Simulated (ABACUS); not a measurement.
# KCl (Sylvite) (Fm-3m) in ABACUS: further runs

The runs below take KCl (Sylvite) through single point, relaxation of cell and atoms, with RPBE, PW91, PBE.

Everything below comes from runs of ABACUS 3.10.1. Logs are shortened: lines on timing, memory, paths and dates and some standing lists are left out, and cuts for length are marked.

**What was measured.**

A printed reference work, monograph reports, for a bulk crystal of KCl: band gap 8.68 eV.

The runs below are set against these values where they give the same quantity.

### 1 The crystal as given

The structure is cubic, space group Fm-3m (No. 225). Conventional cell: a = 6.293 Å, b = 6.293 Å, c = 6.293 Å, α = 90.00°, β = 90.00°, γ = 90.00°. Around K (site symmetry m-3m) lie 6 Cl at 3.15 Å. Around Cl (site symmetry m-3m) lie 6 K at 3.15 Å.

### 2 Single point, RPBE

INPUT

```
INPUT_PARAMETERS
suffix              KCl
calculation         scf
basis_type          pw
pseudo_dir          ./
symmetry            1
dft_functional      GGA_X_RPBE+GGA_C_PBE
ecutwfc             74
pseudo_rcut         10
nspin               1
nbands              18
ks_solver           dav
smearing_method     fd
smearing_sigma      0.00367493
scf_thr             1e-08
scf_nmax            100
mixing_type         broyden
mixing_beta         0.7
cal_force           1
cal_stress          1
out_chg             1
kpar                4
```

STRU

```
ATOMIC_SPECIES
K 39.0983 K_ONCV_PBE-1.2.upf
Cl 35.4500 Cl_ONCV_PBE-1.2.upf

LATTICE_CONSTANT
1.8897261246

LATTICE_VECTORS
0.0000000000 3.1464700000 3.1464700000
3.1464700000 0.0000000000 3.1464700000
3.1464700000 3.1464700000 0.0000000000

ATOMIC_POSITIONS
Direct

K
0.0
1
0.0000000000 0.0000000000 0.0000000000 1 1 1

Cl
0.0
1
0.5000000000 0.5000000000 0.5000000000 1 1 1
```

KPT

```
K_POINTS
0
Gamma
6 6 6 0 0 0
```

Potentials or basis: SG15 ONCV 1.2 PBE, plane waves.

Run with:

```bash
$ OMP_NUM_THREADS=1 mpirun -np 4 abacus > log
```

running log:

```text
ABACUS v3.10.1

               Atomic-orbital Based Ab-initio Computation at UStc

 ------------------------------------------------------------------------------------

 READING GENERAL INFORMATION
                           global_out_dir = OUT.KCl/
                           global_in_card = INPUT
                               pseudo_dir = ./
                              orbital_dir =
                                    DSIZE = 4
                                    GSIZE = 1
[... 5 lines left out ...]

 READING ATOM TYPE 1
                               atom label = K
                      L=0, number of zeta = 1
                      L=1, number of zeta = 1
                      L=2, number of zeta = 1
             number of atom for this type = 1

 READING ATOM TYPE 2
                               atom label = Cl
                      L=0, number of zeta = 1
                      L=1, number of zeta = 1
                      L=2, number of zeta = 1
             number of atom for this type = 1

                        TOTAL ATOM NUMBER = 2
DIRECT COORDINATES
    atom                   x                   y                   z     mag                  vx                  vy                  vz
taud_K1            0.0000000000        0.0000000000        0.0000000000  0.0000        0.0000000000        0.0000000000        0.0000000000
taud_Cl1            0.5000000000        0.5000000000        0.5000000000  0.0000        0.0000000000        0.0000000000        0.0000000000

                          Volume (Bohr^3) = 420.434
                             Volume (A^3) = 62.3018

 Lattice vectors: (Cartesian coordinate: in unit of a_0)
                   +0            +3.14647            +3.14647
             +3.14647                  +0            +3.14647
             +3.14647            +3.14647                  +0
 Reciprocal vectors: (Cartesian coordinate: in unit of 2 pi/a_0)
            -0.158908           +0.158908           +0.158908
            +0.158908           -0.158908           +0.158908
            +0.158908           +0.158908           -0.158908
 The esolver type has been set to : ksdft_pw

                PAO radial cut off (Bohr) = 10

 Read in pseudopotential file is K_ONCV_PBE-1.2.upf
                     pseudopotential type = NC
          exchange-correlation functional = PBE
                 nonlocal core correction = 0
                        valence electrons = 9
                                     lmax = 2
                           number of zeta = 0
                     number of projectors = 6
                           L of projector = 0
                           L of projector = 0
                           L of projector = 1
                           L of projector = 1
                           L of projector = 2
                           L of projector = 2
 XC functional updated to : GGA_X_RPBE+GGA_C_PBE
          exchange-correlation functional = GGA_X_RPBE+GGA_C_PBE
                PAO radial cut off (Bohr) = 10

 Read in pseudopotential file is Cl_ONCV_PBE-1.2.upf
                     pseudopotential type = NC
          exchange-correlation functional = PBE
                 nonlocal core correction = 0
                        valence electrons = 7
                                     lmax = 1
                           number of zeta = 0
                     number of projectors = 4
                           L of projector = 0
                           L of projector = 0
                           L of projector = 1
                           L of projector = 1
 XC functional updated to : GGA_X_RPBE+GGA_C_PBE
          exchange-correlation functional = GGA_X_RPBE+GGA_C_PBE
     initial pseudo atomic orbital number = 0

 SETUP THE ELECTRONS NUMBER
             electron number of element K = 9
       total electron number of element K = 9
            electron number of element Cl = 7
      total electron number of element Cl = 7
            AUTOSET number of electrons:  = 16
                           occupied bands = 8
                                   NBANDS = 18
                                   NLOCAL = 18

%%%%%%%%%%%%%%%%%%%%%%%%%%%%%%%%%%%%%%%%%%%%%%%%%%%%%%%%%%%%%%%%%%%%%%%%%%%%%%%%%%%%%%%%%%%%%%%%%%%%%%%%%%
 Warning: the number of valence electrons in pseudopotential > 1 for K: [Ar] 4s1
 Pseudopotentials with additional electrons can yield (more) accurate outcomes, but may be less efficient.
 If you're confident that your chosen pseudopotential is appropriate, you can safely ignore this warning.
%%%%%%%%%%%%%%%%%%%%%%%%%%%%%%%%%%%%%%%%%%%%%%%%%%%%%%%%%%%%%%%%%%%%%%%%%%%%%%%%%%%%%%%%%%%%%%%%%%%%%%%%%%

 SETUP THE PLANE WAVE BASIS
 energy cutoff for charge/potential (unit:Ry) = 296
            fft grid for charge/potential = [ 48, 48, 48 ]
                        fft grid division = [ 1, 1, 1 ]
        big fft grid for charge/potential = [ 48, 48, 48 ]
                                     nbxx = 110592
                                     nrxx = 110592

 SETUP PLANE WAVES FOR CHARGE/POTENTIAL
                    number of plane waves = 36085
                         number of sticks = 1429

 PARALLEL PW FOR CHARGE/POTENTIAL
     PROC   COLUMNS(POT)             PW
        1           1429          36085
 --------------- sum -------------------
        1           1429          36085
                            number of |g| = 356
                                  max |g| = 26.7669
                                  min |g| = 0

----------- Double Check Mixing Parameters Begin ------------
mixing_type: broyden
mixing_beta: 0.7
mixing_gg0: 1
mixing_gg0_min: 0.1
mixing_ndim: 8
----------- Double Check Mixing Parameters End ------------

 LATTICE VECTORS: (CARTESIAN COORDINATE: IN UNIT OF A0)
                   +0            +3.14647            +3.14647
             +3.14647                  +0            +3.14647
             +3.14647            +3.14647                  +0
                       right hand lattice = 1
                                   NORM_A = 4.44978
                                   NORM_B = 4.44978
                                   NORM_C = 4.44978
                           ALPHA (DEGREE) = 60
                           BETA  (DEGREE) = 60
[... 8 lines left out ...]
                                    IBRAV = 3
                                  BRAVAIS = FACE CENTERED CUBIC
                       LATTICE CONSTANT A = 6.29294
Original cell was already a primitive cell.
                        ROTATION MATRICES = 48
[... 6 lines left out ...]
                                    nspin = 1
                   Input type of k points = Monkhorst-Pack(Gamma)
                                   nkstot = 216
                       right hand lattice = 1
(for reciprocal lattice: )
[... 8 lines left out ...]
                       right hand lattice = 1
                        ROTATION MATRICES = 48
                               nkstot_ibz = 16
K-POINTS REDUCTION ACCORDING TO SYMMETRY
     IBZ    DIRECT_X    DIRECT_Y    DIRECT_Z  WEIGHT  ibz2bz
       1  0.00000000  0.00000000  0.00000000  0.0046       0
       2  0.16666667  0.16666667  0.16666667  0.0370       1
       3  0.33333333  0.33333333  0.33333333  0.0370       2
       4  0.50000000  0.50000000  0.50000000  0.0185       3
       5  0.16666667  0.16666667  0.00000000  0.0278       7
       6  0.33333333  0.33333333  0.16666667  0.1111       8
[... 8 lines left out ...]
      15  0.50000000  0.33333333 -0.33333333  0.1111      52
      16  0.50000000  0.33333333 -0.16666667  0.0556      58

                               nkstot now = 16
[... K-POINTS DIRECT COORDINATES: 16 rows ...]

           k-point number in this process = 4
       minimum distributed K point number = 4
[... stars of the k points ...]

[... K-POINTS CARTESIAN COORDINATES: 4 rows ...]

[... K-POINTS DIRECT COORDINATES: 4 rows ...]

 SETUP PLANE WAVES FOR WAVE FUNCTIONS
     energy cutoff for wavefunc (unit:Ry) = 74
              fft grid for wave functions = [ 48, 48, 48 ]
                    number of plane waves = 5209
                         number of sticks = 397

 PARALLEL PW FOR WAVE FUNCTIONS
     PROC   COLUMNS(POT)             PW
        1            397           5209
 --------------- sum -------------------
        1            397           5209

 SETUP NONLOCAL PSEUDOPOTENTIALS IN PLANE WAVE BASIS
 K non-local projectors:
 projector 1 L=0
 projector 2 L=0
 projector 3 L=1
 projector 4 L=1
 projector 5 L=2
 projector 6 L=2
 Cl non-local projectors:
 projector 1 L=0
 projector 2 L=0
 projector 3 L=1
 projector 4 L=1
      TOTAL NUMBER OF NONLOCAL PROJECTORS = 26

 Init Non-Local PseudoPotential table :
 Init Non-Local-Pseudopotential done.

                                     npwx = 4573

 -------------------------------------------
 SELF-CONSISTENT
 -------------------------------------------
                                 init_chg = atomic

 PW ALGORITHM --------------- ION=   1  ELEC=   1--------------------------------

 Density error is 0.177564903267
                          Error Threshold = 0.01
----------------------------------------------------------
     Energy           Rydberg                 eV
----------------------------------------------------------
 E_KohnSham     -87.3401382024       -1188.3235436605
 E_Harris       -87.7539493034       -1193.9537325287
 E_Fermi        0.2302832260         3.1331640275
----------------------------------------------------------
[... 63 lines left out ...]
 Density error is 6.80960211606e-09
                          Error Threshold = 2.34113097942e-10
----------------------------------------------------------
     Energy           Rydberg                 eV
----------------------------------------------------------
 E_KohnSham     -87.3913402379       -1189.0201830925
 E_KS(sigma->0) -87.3913402379       -1189.0201830925
 E_Harris       -87.3916406430       -1189.0242703131
 E_band         -9.5710373268        -130.2206434154
 E_one_elec     -31.4652190692       -428.1062681587
 E_Hartree      20.4516788673        278.2593662613
 E_xc           -14.7109199908       -200.1523346975
 E_Ewald        -61.6668800452       -839.0209464975
 E_entropy(-TS) 0.0000000000         0.0000000000
 E_descf        0.0000000000         0.0000000000
 E_exx          0.0000000000         0.0000000000
 E_Fermi        0.2648565282         3.6035579356
----------------------------------------------------------

 charge density convergence is achieved
 final etot is -1189.0201831 eV
 EFERMI = 3.6035579356 eV

 STATE ENERGY(eV) AND OCCUPATIONS    NSPIN == 1
 1/4 kpoint (Cartesian) = 0.0000 0.0000 0.0000 (4573 pws)
       1       -26.3238     0.00925926
       2       -11.1016     0.00925926
       3       -9.77661     0.00925926
       4       -9.77661     0.00925926
       5       -9.77661     0.00925926
       6       0.966567     0.00925926
[... 10 lines left out ...]
      17        17.1524        0.00000
      18        17.1524        0.00000
[... 44 lines left out ...]
       3       -9.78497      0.0370370
       4       -9.78497      0.0370370
       5       -9.52102      0.0370370
       6     -0.0261849      0.0370370
[... 10 lines left out ...]
      17        13.2757    3.61131e-86
      18        16.1151        0.00000

------------------------------------------------------------------------------------------
 TOTAL-FORCE (eV/Angstrom)
------------------------------------------------------------------------------------------
                        K1         0.0000000000         0.0000000000         0.0000000000
                       Cl1         0.0000000000         0.0000000000         0.0000000000
------------------------------------------------------------------------------------------

----------------------------------------------------------------
 TOTAL-STRESS (KBAR)
----------------------------------------------------------------
        22.8757159631        -0.0000000000         0.0000000000
         0.0000000000        22.8757159631        -0.0000000000
         0.0000000000        -0.0000000000        22.8757159631
----------------------------------------------------------------
 TOTAL-PRESSURE: 22.875716 KBAR

 --------------------------------------------
 !FINAL_ETOT_IS -1189.0201830924702335 eV
 --------------------------------------------
```

Wall time 6.5 s (4 MPI ranks of Intel Xeon Platinum 8488C (Sapphire Rapids), shared host); peak memory 0.4 GiB.

Results:

- Free energy: -1189.0202 eV
- Pressure: 2.3 GPa
- Band gap on the k mesh: 5.56 eV, direct

Caveat: the potentials were made for another functional, which shifts forces and pressure.

### 3 Single point, PW91

run_abacus.py

```python
"""ABACUS run from a structure file: ASE reads it, the script writes STRU, KPT and INPUT."""
import re
import subprocess
from ase.io import read
from ase.units import Bohr

atoms = read("KCl.cif")
atoms = atoms[(-atoms.numbers).argsort(kind="stable")]  # ABACUS lists atoms element by element
pseudo = {'K': '19_K_9_2.2_2.7_pbe_n_v1.0.upf', 'Cl': '17_Cl_7_1.9_1.9_pbe_n_v1.0.upf'}
orbital = {}
magmoms = None
kmesh = [6, 6, 6]
params = {
    'suffix': 'KCl',
    'calculation': 'scf',
    'basis_type': 'pw',
    'pseudo_dir': './',
    'symmetry': 1,
    'dft_functional': 'GGA_X_PW91+GGA_C_PW91',
    'ecutwfc': 74,
    'pseudo_rcut': 10,
    'nspin': 1,
    'nbands': 18,
    'ks_solver': 'dav',
    'smearing_method': 'fd',
    'smearing_sigma': 0.00367493,
    'scf_thr': 1e-08,
    'scf_nmax': 100,
    'mixing_type': 'broyden',
    'mixing_beta': 0.7,
    'cal_force': 1,
    'cal_stress': 1,
    'out_chg': 1,
    'out_pot': 2,
    'out_elf': 1,
}

symbols = atoms.get_chemical_symbols()
elements = list(dict.fromkeys(symbols))
lines = ["ATOMIC_SPECIES"] + [f"{e} {atoms.get_masses()[symbols.index(e)]:.4f} {pseudo[e]}" for e in elements]
if orbital:
    lines += ["", "NUMERICAL_ORBITAL"] + [orbital[e] for e in elements]
lines += ["", "LATTICE_CONSTANT", f"{1 / Bohr:.10f}", "", "LATTICE_VECTORS"]
lines += [" ".join(f"{x:.10f}" for x in v) for v in atoms.cell]
lines += ["", "ATOMIC_POSITIONS", "Direct"]
for e in elements:
    lines += ["", e, "0.0", str(symbols.count(e))]
    for i, p in enumerate(atoms.get_scaled_positions(wrap=False)):
        if symbols[i] == e:
            mag = "" if magmoms is None else " mag " + " ".join(str(x) for x in (magmoms[i] if isinstance(magmoms[i], list) else [magmoms[i]]))
            lines.append(" ".join(f"{x:.10f}" for x in p) + " 1 1 1" + mag)
open("STRU", "w").write("\n".join(lines) + "\n")
open("KPT", "w").write("K_POINTS\n0\nGamma\n%d %d %d 0 0 0\n" % tuple(kmesh))
open("INPUT", "w").write("INPUT_PARAMETERS\n" + "".join(f"{k:<20s}{v}\n" for k, v in params.items()))

done = subprocess.run(['mpirun', '-np', '4', 'abacus'])
if done.returncode:
    raise SystemExit(done.returncode)
log = open("OUT.KCl/running_scf.log").read()
print("final energy (eV):", re.findall(r"FINAL_ETOT_IS (\S+)", log))
```

KCl.cif

```cif
data_KCl
_cell_length_a 4.44978055
_cell_length_b 4.44978055
_cell_length_c 4.44978055
_cell_angle_alpha 60.00000000
_cell_angle_beta 60.00000000
_cell_angle_gamma 60.00000000
_space_group_name_H-M_alt 'P1'
_space_group_name_Hall 'P 1'
_space_group_IT_number 1
loop_
_space_group_symop_operation_xyz
'x,y,z'
loop_
_atom_site_label
_atom_site_type_symbol
_atom_site_symmetry_multiplicity
_atom_site_Wyckoff_symbol
_atom_site_fract_x
_atom_site_fract_y
_atom_site_fract_z
_atom_site_occupancy
K1 K 1 a 0.0000000000 0.0000000000 0.0000000000 1
Cl1 Cl 1 a 0.5000000000 0.5000000000 0.5000000000 1
```

Potentials or basis: SPMS ONCV 1.0 PBE, plane waves.

Run with:

```bash
$ OMP_NUM_THREADS=1 python run_abacus.py > log
```

Wall time 5.8 s (4 MPI ranks of Intel Xeon Platinum 8559C (Emerald Rapids), shared host); peak memory 0.36 GiB.

Results (log left out):

* Free energy: -1263.7574 eV
* Pressure: 0.7 GPa
* Band gap on the k mesh: 5.21 eV, direct

Levels at points of the mesh, in eV from the valence-band top:
| k point | band 6 | band 7 | band 8 | band 9 | band 10 | band 11 |
| --- | --- | --- | --- | --- | --- | --- |
| (0.00, 0.00, 0.00) | 0.00 | 0.00 | 0.00 | 5.21 | 8.37 | 8.37 |
| (0.50, 0.50, 0.50) | -1.05 | -0.33 | -0.33 | 7.60 | 8.63 | 10.51 |
| (0.50, 0.50, 0.00) | -0.65 | -0.22 | -0.22 | 6.55 | 8.34 | 10.10 |

Caveat: the potentials were made for another functional, which shifts forces and pressure.

### 4 Single point, PBE

INPUT

```
INPUT_PARAMETERS
suffix              KCl
calculation         scf
basis_type          lcao
pseudo_dir          ./
orbital_dir         ./
latname             fcc
symmetry            1
dft_functional      pbe
ecutwfc             100
pseudo_rcut         10
nspin               1
nbands              18
ks_solver           scalapack_gvx
smearing_method     fd
smearing_sigma      0.00367493
scf_thr             1e-07
scf_nmax            100
mixing_type         broyden
mixing_beta         0.7
cal_force           1
cal_stress          1
out_mul             1
out_chg             1
```

STRU

```
ATOMIC_SPECIES
K 39.0983 K_ONCV_PBE-1.2.upf
Cl 35.4500 Cl_ONCV_PBE-1.2.upf

NUMERICAL_ORBITAL
K_confined-atom_10au_3s2p1d.orb
Cl_confined-atom_7au_2s2p1d.orb

LATTICE_CONSTANT
11.8919331187

ATOMIC_POSITIONS
Direct

K
0.0
1
0.0000000000 0.0000000000 0.0000000000 1 1 1

Cl
0.0
1
0.5000000000 0.5000000000 0.5000000000 1 1 1
```

KPT is that of step 2.

Potentials or basis: SG15 ONCV 1.2 PBE, DZP LCAO (the cutoffs set its grid).

Run with:

```bash
$ OMP_NUM_THREADS=1 mpirun -np 4 abacus > log
```

It took 10 s on 4 MPI ranks of AMD EPYC 7R43 (Zen 3), shared host; peak memory 0.44 GiB.

It converged, with:

```yaml
Free_energy: -1187.8085 eV
Pressure: 0.7 GPa
Band_gap_on_the_k_mesh: 5.15 eV, direct
Mulliken_charges: K +0.77; Cl -0.77 e
```

Levels at points of the mesh, in eV from the valence-band top:
```tsv
k point	band 4	band 5	band 6	band 7	band 8	band 9	band 10	band 11	band 12	band 13
(0.00, 0.00, 0.00)	-10.72	-10.72	0.00	0.00	0.00	5.15	9.08	9.08	9.08	9.52
(0.50, 0.50, 0.50)	-10.73	-10.47	-1.06	-0.33	-0.33	8.58	10.82	10.82	11.21	11.99
(0.50, 0.50, 0.00)	-10.78	-10.78	-0.66	-0.23	-0.23	7.76	8.39	10.32	10.62	11.69
```

Caveat: the atomic orbitals were generated for these runs and aren't a published set; Mulliken charges move with the basis; the basis of atomic orbitals isn't converged, which shifts pressures, moduli and gaps.

[end of part 1 of 2]
